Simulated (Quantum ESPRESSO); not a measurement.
## KI: zone-centre phonons under several settings

```
I K
1.0
     0.00000    3.53277    3.53277
     3.53277    0.00000    3.53277
     3.53277    3.53277    0.00000
I K
1 1
Cartesian
  3.5328 3.5328 3.5328
  0.0000 0.0000 0.0000
```

All runs used Quantum ESPRESSO 7.5; k mesh 2 × 2 × 2, shifted; relaxed cell; no spin polarisation; occupations smeared at first, fixed for the response.

| level | potentials | cutoff (eV) | volume (Å³/atom) | lowest optical mode without the field (cm⁻¹) | sum of the Born charges (e) |
| --- | --- | --- | --- | --- | --- |
| LDA | PseudoDojo 0.4.1 SR LDA standard | 980 | 39.41 | 118 | 0.08 |
| PBE | PseudoDojo 0.4.1 SR PBE standard | 1007 | 46.13 | 89 | 0.04 |
| BLYP | PseudoDojo 0.4.1 SR PBE standard | 1007 | 49.19 | 83 | 0.04 |
| PW91 | PseudoDojo 0.4.1 SR PBE standard | 1007 | ? | ? | ? |
| revPBE | PseudoDojo 0.4.1 SR PBE standard | 1007 | 50.12 | 74 | 0.03 |
| vdW-DF-cx | PseudoDojo 0.4.1 SR PBE standard | 1007 | 44.01 | 103 | 0.05 |

Question: What stands in the row left open?

Answer: Volume 46.05 Å³/atom; lowest optical mode without the field 88 cm⁻¹; sum of the Born charges 0.04 e.

Caveats: all runs use coarse meshes; the potentials were made for another functional, which shifts forces and pressure (some runs).

For the row left open. Caveat: the k mesh is coarse (spacing up to 0.77 Å⁻¹), so the values aren't converged; the potentials were made for another functional, which shifts forces and pressure.
